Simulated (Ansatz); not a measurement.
A crystal relaxed with r2SCAN in the PAW code Ansatz has space group P6_3mc (No. 186) and a = 3.075 Å, c = 5.048 Å.

```
atom  site       x       y       z
  Si    2b  0.3333  0.6667  0.9996
  Xx    2b  0.3333  0.6667  0.3754
```

The r2SCAN gap is indirect, 2.65 eV (Γ to K), below the direct gap of 4.48 eV at M. HSE06 gives an indirect gap of 3.16 eV, from Γ to K; the least direct gap is 5.06 eV at M. The PBE gap is indirect, 2.28 eV (Γ to K), below the direct gap of 3.98 eV at M. Meshes: r2SCAN 12×12×6, HSE06 6×6×4, PBE 12×12×6. r2SCAN's ε∞ is 6.5 along x and y, 6.8 along z.

Question: Which element is Xx?
A. Sn
B. Pb
C. C
D. Ge

Answer: C. Xx is C: SiC built on the wurtzite prototype. Si has 4 C at 1.88–1.90 Å; C has 4 Si at 1.88–1.90 Å.

Spin-unpolarised throughout; all numbers are computed.

The meshes of the hybrids are coarse, so their gaps aren't converged to the digits shown.
